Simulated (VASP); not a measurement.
# Hf: single point with PBEsol

The system is Hf.

```
CELL_PARAMETERS angstrom
-1.76801 1.76801 1.76801
1.76801 -1.76801 1.76801
1.76801 1.76801 -1.76801
ATOMIC_POSITIONS crystal
Hf 0.00000 0.00000 0.00000
```

This isn't the form of Hf at room conditions, which is hcp.

| Quantity | Value |
| --- | --- |
| Program | VASP 6.6.1 |
| Task | single point |
| Functional | PBEsol |
| Potentials or basis | VASP PAW PBE potentials, release 64 (Hf_pv) |
| Cutoff | 520 eV |
| k mesh | 18 × 18 × 18 |
| Occupations | gaussian, width 0.05 eV |
| Spin | no spin polarisation |
| Dipole correction | no |
| Further INCAR settings | ALGO = Normal; EDIFF = 1e-06; NBANDS = 11 |

```
Pressure               : -4.1 GPa
Band gap on the k mesh : none (metal or under the smearing width)
```

Levels at points of the mesh, in eV from the Fermi level:
| k point | band 2 | band 3 | band 4 | band 5 | band 6 | band 7 | band 8 | band 9 |
| --- | --- | --- | --- | --- | --- | --- | --- | --- |
| (0.00, 0.00, 0.00) | -29.74 | -29.74 | -7.08 | 1.52 | 1.52 | 1.52 | 4.35 | 4.35 |
| (0.50, 0.00, 0.00) | -30.02 | -29.74 | -3.42 | -0.53 | 1.13 | 4.17 | 5.19 | 7.72 |
| (0.50, 0.50, 0.50) | -30.34 | -30.34 | -2.62 | -2.62 | 6.87 | 6.87 | 6.87 | 7.32 |

It took 19 s on 1 thread of AMD EPYC 9R45 96-Core Processor (Zen 5), on a shared host, peak memory 0.14 GiB.

Caveat: the PAW data sets were made with another functional, which shifts forces and pressure a little. Spin-orbit coupling is left out, which matters for the levels of Hf.
